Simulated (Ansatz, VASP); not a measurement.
# GaP: VASP beside Ansatz

The input INCAR:

```
PREC = Accurate
ENCUT = 520
EDIFF = 1E-6
ISMEAR = 0
SIGMA = 0.012
LREAL = False
LASPH = True
NELM = 60
ALGO = Normal
ISIF = 2
LWAVE = False
LCHARG = False
GGA = PE
NBANDS = 16
```

KPOINTS

```
regular mesh
0
Gamma
  8 8 8
```

POSCAR

```
GaP
1.0
    0.0000000000      2.7252500000      2.7252500000
    2.7252500000      0.0000000000      2.7252500000
    2.7252500000      2.7252500000      0.0000000000
Ga P
1 1
Direct
    0.0000000000      0.0000000000      0.0000000000
    0.7500000000      0.7500000000      0.7500000000
```

File input.yaml:

```yaml
crystal:
  lattice:
    - [0.0, 2.72525, 2.72525]
    - [2.72525, 0.0, 2.72525]
    - [2.72525, 2.72525, 0.0]
  atoms:
    - { symbol: Ga, position: [0.0, 0.0, 0.0] }
    - { symbol: P, position: [0.75, 0.75, 0.75] }
hamiltonian:
  xc: pbe
  pseudopotentials: { kind: paw }
kpoints:
  mp_grid: { grid: [8, 8, 8] }
scf:
  occupations: { method: gaussian, width: 0.012 }
output:
  forces: true
  stress: true
  eigenvalues: true
```

Alike in both runs: task single point; functional PBE; k mesh 8 × 8 × 8; occupations gaussian, width 0.012 eV; no spin polarisation.

|  | VASP | Ansatz |
| --- | --- | --- |
| version | VASP 6.6.1 | Ansatz 0.2.0 |
| potentials or method | VASP PAW PBE potentials, release 64 (Ga_d, P) | Ansatz PAW |
| plane-wave cutoff (eV) | 520 | 420 |
| valence electrons in the cell | 18 | 18 |

```tsv
	VASP	Ansatz	Ansatz less VASP
gap on the k mesh at the Fermi level (eV)	1.64	1.64	0.000
least direct gap on the mesh (eV)	1.83	1.83	+0.002
pressure (GPa)	2.4	2.5	+0.08
```

A k mesh can miss the band edges.
